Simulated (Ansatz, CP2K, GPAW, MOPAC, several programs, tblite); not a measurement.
**Cu2ZnSnS4 (kesterite) from semi-empirical methods to plane-wave DFT**

Cu2ZnSnS4 (kesterite), relaxed with r2SCAN in Ansatz, was computed with several methods. The symmetry is I-4 (No. 82, tetragonal); a = 5.414 Å, c = 10.823 Å in the conventional setting, 19.83 Å³ an atom. Cu is surrounded by 4 S at 2.30 Å; Zn is surrounded by 4 S at 2.34 Å; Sn is surrounded by 4 S at 2.44 Å; S is surrounded by 2 Cu at 2.30 Å and 1 Zn at 2.34 Å and 1 Sn at 2.44 Å. (Calculated; spin-unpolarised; the phase may be known or hypothetical.)

```
CELL_PARAMETERS angstrom
-2.70698 2.70698 5.41129
2.70698 -2.70698 5.41129
2.70698 2.70698 -5.41129
ATOMIC_POSITIONS crystal
Cu 0.00000 0.00000 0.00000
Cu 0.75000 0.25000 0.50000
Zn 0.25000 0.75000 0.50000
Sn 0.50000 0.50000 0.00000
S 0.10658 0.62870 0.99354
S 0.37130 0.36484 0.47788
S 0.63516 0.11304 0.00646
S 0.88696 0.89342 0.52212
```

Gaps and times are for a single point on this cell; volume and bulk modulus come from each method's own relaxation or energy curve at fixed shape, which is too stiff where a cell has free coordinates or axes. Times are rough, from shared hosts (Arm Neoverse V2), and each method has its own mesh and cell size. A double dagger marks a value from a curve with shape and coordinates held. PM7 (MOPAC), GFN1-xTB (tblite), GFN2-xTB (tblite) treat a cluster of cells at its zone centre, which samples few k points: where these miss a band edge, the gap comes out too large for that reason alone. Gaps from k meshes are read at a limited set of points (mesh, symmetry points, PBE's band edges), so each method's own least gap may be somewhat smaller. xTB and the PM methods were fitted mostly to molecules, and can miss a solid's gap by electronvolts. Minimal bases can be far off for gaps. GLLB-SC's gap includes the derivative discontinuity. d marks a direct gap, i an indirect one (no mark: not told apart), a dash a value that wasn't computed or didn't pass its checks.

```csv
method,kind,gap (eV),own volume (Å³/atom),bulk modulus (GPa),atoms computed,processor time
GFN1-xTB (tblite),tight binding,0,20.81‡,74‡,64,3.5 s
GFN2-xTB (tblite),tight binding,0,21.11‡,52‡,64,5.9 s
light PBE (260 eV and a coarse mesh),light plane-wave,0.28 d,–,–,8,9.9 s
PBE/SZV (CP2K),small basis,0.06 d,21.04‡,84‡,8,31 s
PBE,semilocal,0.18 d,20.44,69‡,8,34 s
r2SCAN,semilocal,0.47 d,19.83,80‡,8,73 s
PM7 (MOPAC),semi-empirical,4.75,–,–,64,76 s
PBE/DZVP (CP2K),small basis,0.20 d,20.70‡,66‡,8,88 s
GLLB-SC (GPAW),model potential,1.20,–,–,8,2.8 min
```

Against r2SCAN (0.47 eV) and with closed or daggered gaps left aside, the nearest gap at the points sampled is that of light PBE (260 eV and a coarse mesh) (-0.19 eV) and the farthest that of PM7 (MOPAC) (+4.28 eV). r2SCAN is only a yardstick of convenience: semilocal gaps usually lie below measured ones, which GLLB-SC and hybrids aim to mend.

Volumes against r2SCAN's: PBE +3.1 %.

Spin-orbit coupling is left out, which matters wherever the heavy atoms make up the band edges.
